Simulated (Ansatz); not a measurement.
**CrO2 (1T sheet): how robust is the cRPA U?**

What does U in CrO2 (1T sheet) depend on besides the window?

Program: Ansatz 0.2.0. Level of theory: constrained RPA on PBE, plane waves, PAW. Results are calculated unless marked as measured.

Report form: the programs' logs are mostly left out.

**1. The starting structure**

The cell holds 3 atoms: 1 Cr and 2 O. Its edges and angles: a = 2.748 Å, b = 2.748 Å, c = 28.557 Å, α = 90.0°, β = 90.0°, γ = 120.0°. Vacuum lies along c.

The structure was relaxed with PBE. The structure was generated from a model, not taken from a measurement. The runs that relaxed it are not among those shown. The program's search for lower electronic states was switched off, so nothing shows that the state found is the lowest. The default PAW set here is soft_2. Its files were made with PBE. The Coulomb interaction is cut off across the vacuum.

**2. Base: Cr t2g, bands v1 to c2, 6×6×1 mesh, medium accuracy**

Constrained RPA screens the interaction with every transition except those inside the target bands, which a later many-body model would treat itself.

Contents of input.yaml:

```yaml
crystal:
  lattice:
    - [0.0, 1.94305271, 1.94305271]
    - [1.94305271, -1.94305271, 0.0]
    - [16.48760825, 16.48760825, -16.48760825]
  atoms:
    - { symbol: Cr, position: [0.0, 0.0, 0.3217853089] }
    - { symbol: O, position: [0.3333333333, 0.6666666667, 0.3590093005] }
    - { symbol: O, position: [0.6666666667, 0.3333333333, 0.2845613174] }
  periodic: [true, true, false]
kpoints:
  mp_grid: { grid: [12, 12, 1] }
hamiltonian:
  xc: pbe
scf:
  occupations: { method: gaussian, width: 0.08 }
  n_extra_bands: 19
  max_iter: 150
  lower_state_search: "off"
output:
  crpa:
    kmesh: [6, 6, 1]
    target_bands: [v1, c2]
    projections: [{ species: Cr, l: d, shell: 3, orbitals: [dxz, dyz, dxy] }]
  local_orbitals:
    kmesh: [12, 12, 1]
    orbitals: [{ species: Cr, l: d, shell: 3, orbitals: [dxz, dyz, dxy] }]
    window: { bands: [v1, c2] }
    seedname: lo
```

On the command line:

```console
> ansatz run input.yaml --threads 4 --pin off --max-ram 14745MiB --backend cpu --events-out ev --progress --plain --runs-dir out
```

The job ended after 32 s (4 threads of Arm Neoverse V2, shared host; peak memory 1.3 GiB; 2 min of CPU time).

Numbers from this step:

- U: 3.973 eV
- U prime (inter-orbital): 3.102 eV
- J: 0.4154 eV
- bare V: 16.78 eV
- bare J: 0.5741 eV
- stated bound on U: 0.01267 eV
- U over bare V: 0.2368
- electrons in the window: 2.000
- head of the constrained inverse dielectric matrix: 0.6644
- least eigenvalue of the projection's overlap: 0.5730
- target functions: 3
- bands in the sums: 30
- r.m.s. miss of the model bands: 0.001887 eV
- width of the target bands: 1.651 eV
- weight of the projected orbitals in the window: 0.7669

On the Cr t2g shell, screening brings the on-site interaction from 16.8 eV down to U = 3.97 eV.

**3. Changed: 9×9×1 mesh**

Changes to input.yaml since step 2:

```diff
@@ -21,9 +21,4 @@
   crpa:
-    kmesh: [6, 6, 1]
+    kmesh: [9, 9, 1]
     target_bands: [v1, c2]
     projections: [{ species: Cr, l: d, shell: 3, orbitals: [dxz, dyz, dxy] }]
-  local_orbitals:
-    kmesh: [12, 12, 1]
-    orbitals: [{ species: Cr, l: d, shell: 3, orbitals: [dxz, dyz, dxy] }]
-    window: { bands: [v1, c2] }
-    seedname: lo
```

The job ended after 91 s (4 threads; peak memory 1.4 GiB; 5.8 min of CPU time).

This step gave:

* U: 3.972 eV
* U prime (inter-orbital): 3.103 eV
* J: 0.4138 eV
* bare V: 16.73 eV
* bare J: 0.5728 eV
* stated bound on U: 0.01431 eV
* U over bare V: 0.2375
* electrons in the window: 2.000
* head of the constrained inverse dielectric matrix: 0.6781
* least eigenvalue of the projection's overlap: 0.5730
* target functions: 3
* bands in the sums: 30
* width of the target bands: 1.651 eV
* weight of the projected orbitals in the window: 0.7669

On the Cr t2g shell, screening brings the on-site interaction from 16.7 eV down to U = 3.97 eV.

**4. Changed: smooth pair densities**

Changes to input.yaml since step 3:

```diff
@@ -21,4 +21,5 @@
   crpa:
-    kmesh: [9, 9, 1]
+    kmesh: [6, 6, 1]
     target_bands: [v1, c2]
     projections: [{ species: Cr, l: d, shell: 3, orbitals: [dxz, dyz, dxy] }]
+    pair_densities: pseudo
```

Wall time 34 s (4 threads); peak memory 1.2 GiB.

This step gave:

```
U                                                 : 4.004 eV
U prime (inter-orbital)                           : 3.094 eV
J                                                 : 0.4334 eV
bare V                                            : 16.78 eV
bare J                                            : 0.5741 eV
stated bound on U                                 : 0.001886 eV
U over bare V                                     : 0.2387
electrons in the window                           : 2.000
head of the constrained inverse dielectric matrix : 0.6646
least eigenvalue of the projection's overlap      : 0.5730
target functions                                  : 3
bands in the sums                                 : 30
width of the target bands                         : 1.651 eV
weight of the projected orbitals in the window    : 0.7669
```

On the Cr t2g shell, screening brings the on-site interaction from 16.8 eV down to U = 4.00 eV.

**5. Changed: sums over states**

Changes to input.yaml since step 4:

```diff
@@ -24,2 +24,4 @@
     projections: [{ species: Cr, l: d, shell: 3, orbitals: [dxz, dyz, dxy] }]
-    pair_densities: pseudo
+    accuracy: sum_over_states
+    n_empty_bands: 52
+    ecut_chi: 250
```

It took 12 s on 4 threads; peak memory 0.7 GiB.

This variant gives U = 4.08 eV against 3.97 eV. It is a finite sum over empty states with no bound on its error and stays out of the table below.

**6. Changed: sums without a band count**

Changes to input.yaml since step 5:

```diff
@@ -25,3 +25 @@
     accuracy: sum_over_states
-    n_empty_bands: 52
-    ecut_chi: 250
```

The job ended after 0.05 s (4 threads; peak memory 0.071 GiB).

The program refused the input before any cycle.

The program's message: “Error: 2 input errors — fix all and re-run”

The fault put into this input: sums without a band count.

**7. Changed: potentials**

This step: constrained RPA on PBE, plane waves, norm-conserving pseudopotentials.

Changes to input.yaml since step 6:

```diff
@@ -14,2 +14,3 @@
   xc: pbe
+  pseudopotentials: { kind: nc }
 scf:
@@ -24,2 +25 @@
     projections: [{ species: Cr, l: d, shell: 3, orbitals: [dxz, dyz, dxy] }]
-    accuracy: sum_over_states
```

It took 2.6 min on 4 threads; peak memory 4.4 GiB; 9.9 min of CPU time.

Numbers from this step:

```yaml
u: 3.971 eV
u_prime_inter_orbital: 3.105 eV
j: 0.4135 eV
bare_v: 16.74 eV
bare_j: 0.5738 eV
stated_bound_on_u: 0.01027 eV
u_over_bare_v: 0.2372
electrons_in_the_window: 2.000
head_of_the_constrained_inverse_dielectric_matrix: 0.6643
least_eigenvalue_of_the_projection_s_overlap: 0.5764
target_functions: 3
bands_in_the_sums: 30
width_of_the_target_bands: 1.639 eV
weight_of_the_projected_orbitals_in_the_window: 0.7689
```

On the Cr t2g shell, screening brings the on-site interaction from 16.7 eV down to U = 3.97 eV.

**8. Changed: strain -3%**

This step: constrained RPA on PBE, plane waves, PAW.

The cell differs from the one that the last finished run ended in (a 2.748 → 2.665 Å, b 2.748 → 2.665 Å).

Changes to input.yaml since step 7:

```diff
@@ -2,4 +2,4 @@
   lattice:
-    - [0.0, 1.94305271, 1.94305271]
-    - [1.94305271, -1.94305271, 0.0]
+    - [0.0, 1.8847611287, 1.8847611287]
+    - [1.8847611287, -1.8847611287, 0.0]
     - [16.48760825, 16.48760825, -16.48760825]
@@ -14,3 +14,2 @@
   xc: pbe
-  pseudopotentials: { kind: nc }
 scf:
@@ -25 +24,6 @@
     projections: [{ species: Cr, l: d, shell: 3, orbitals: [dxz, dyz, dxy] }]
+  local_orbitals:
+    kmesh: [12, 12, 1]
+    orbitals: [{ species: Cr, l: d, shell: 3, orbitals: [dxz, dyz, dxy] }]
+    window: { bands: [v1, c2] }
+    seedname: lo
```

Run time: 41 s. Hardware: 4 threads; peak memory 1 GiB.

Numbers from this step:

```
U                                                 : 4.056 eV
U prime (inter-orbital)                           : 3.198 eV
J                                                 : 0.4082 eV
bare V                                            : 16.58 eV
bare J                                            : 0.5615 eV
stated bound on U                                 : 0.01250 eV
U over bare V                                     : 0.2447
electrons in the window                           : 2.000
head of the constrained inverse dielectric matrix : 0.6713
least eigenvalue of the projection's overlap      : 0.5540
target functions                                  : 3
bands in the sums                                 : 30
r.m.s. miss of the model bands                    : 0.002514 eV
width of the target bands                         : 1.979 eV
weight of the projected orbitals in the window    : 0.7529
```

On the Cr t2g shell, screening brings the on-site interaction from 16.6 eV down to U = 4.06 eV.

**9. Side by side**

Times are wall times on 4 threads of Arm Neoverse V2, shared host, good to a factor of about two.

| run | bare V (eV) | U (eV) | J (eV) | bound on U (eV) | width (eV) | time |
| --- | --- | --- | --- | --- | --- | --- |
| target window | 16.78 | 3.973 | 0.415 | 0.0127 | 1.65 | 32 s |
| 9×9×1 mesh | 16.73 | 3.972 | 0.414 | 0.0143 | 1.65 | 91 s |
| smooth pair densities | 16.78 | 4.004 | 0.433 | 0.0019 | 1.65 | 34 s |
| potentials | 16.74 | 3.971 | 0.414 | 0.0103 | 1.64 | 2.6 min |
| strain -3% | 16.58 | 4.056 | 0.408 | 0.0125 | 1.98 | 41 s |

**10. Results**

| Item | Value |
| --- | --- |
| target window | U 3.97 eV, J 0.42 eV |
| 9×9×1 mesh | U 3.97 eV, J 0.41 eV |
| smooth pair densities | U 4.00 eV, J 0.43 eV |
| potentials | U 3.97 eV, J 0.41 eV |
| strain -3% | U 4.06 eV, J 0.41 eV |

9×9×1 mesh moves U by −0.002 eV (within the solver's bounds, for the mean over orbitals) at 2.8 times the time. Smooth pair densities moves U by +0.03 eV. Potentials moves U by −0.003 eV (within the solver's bounds, for the mean over orbitals) at 4.9 times the time. Strain -3% moves U by +0.08 eV. The printed bound covers the solver alone, not the mesh. The parent state is non-magnetic and the interaction static (zero frequency); U depends on the window and the orbitals, so it belongs to this model alone.

[Paths, hosts, dates, memory and timing lines, banners, echoed tables and standing remarks are left out of the program output.]

[Logs are printed without paths, hosts, clocks, repeated set-up lines and the standing remarks that a program may print on its own settings, such as how far it seeks lower states.]

[Runs of the session that timed out or met a known fault of the program may be left out.]

[Hosts, paths, dates, database ids (printed as entryN), source tags and the programs' standing remarks are cut or masked in the printed files.]
